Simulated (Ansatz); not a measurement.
# AlNi3: the cost of one run

Method: DFT PBE, scalar-relativistic, plane waves, PAW, in Ansatz 0.2.0.

27 further runs of the same task are left out: 27 set aside as unsound or not needed.

**1. The structure to begin with**

The structure is cubic, space group Fm-3m (No. 225). The conventional cell has a = 5.435 Å, b = 5.435 Å, c = 5.435 Å, α = 90.00°, β = 90.00°, γ = 90.00°. Around Al (site symmetry m-3m) lie 8 Ni at 2.35 Å. Around Ni (site symmetry -43m) lie 4 Al at 2.35 Å and 4 Ni at 2.35 Å. Ni (site symmetry m-3m) is surrounded by 8 Ni at 2.35 Å.

Structure file:

```cif
data_structure
_symmetry_space_group_name_H-M 'Fm-3m'
_symmetry_Int_Tables_number 225
_cell_length_a 5.4352
_cell_length_b 5.4352
_cell_length_c 5.4352
_cell_angle_alpha 90.000
_cell_angle_beta 90.000
_cell_angle_gamma 90.000
_cell_volume 160.56
loop_
_atom_site_label
_atom_site_type_symbol
_atom_site_symmetry_multiplicity
_atom_site_Wyckoff_symbol
_atom_site_fract_x
_atom_site_fract_y
_atom_site_fract_z
_atom_site_occupancy
Al1 Al 4 b 0.50000 0.00000 0.00000 1
Ni1 Ni 8 c 0.25000 0.75000 0.75000 1
Ni2 Ni 4 a 0.00000 0.00000 0.00000 1
```

**2. Volume 10.035 Å³ an atom, total moment held at 3.000 muB a cell**

input.yaml

```yaml
crystal:
  lattice:
    - [0.0, 2.7175807497, 2.7175807497]
    - [2.7175807497, 0.0, 2.7175807497]
    - [2.7175807497, 2.7175807497, 0.0]
  atoms:
    - { symbol: Al, position: [0.5, 0.5, 0.5] }
    - { symbol: Ni, position: [0.25, 0.25, 0.25], spin: 1.0 }
    - { symbol: Ni, position: [0.0, 0.0, 0.0], spin: 1.0 }
    - { symbol: Ni, position: [0.75, 0.75, 0.75], spin: 1.0 }
basis:
  ecutwfc: 520.0
kpoints:
  mp_grid: { grid: [14, 14, 14] }
hamiltonian:
  xc: pbe
  pseudopotentials: { kind: paw, azcp: { folder: soft_1 } }
scf:
  occupations: { method: gaussian, width: 0.15 }
  lower_state_search: "off"
output:
  forces: true
  stress: true
  eigenvalues: true
  populations: true
magnetization:
  spin_polarized: true
  initial_magnetization: 3.0
  spin_locking: { lock_magnetization: hard }
```

Run with:

```sh
ansatz run input.yaml --threads 4 --pin off --max-ram 8192MiB --backend cpu --events-out ev --progress --plain --runs-dir out
```

**Question.** How long does this run take on 4 threads of Arm Neoverse N1, shared host, and how much memory does it need?

About 20 s, with a peak of 0.56 GiB.
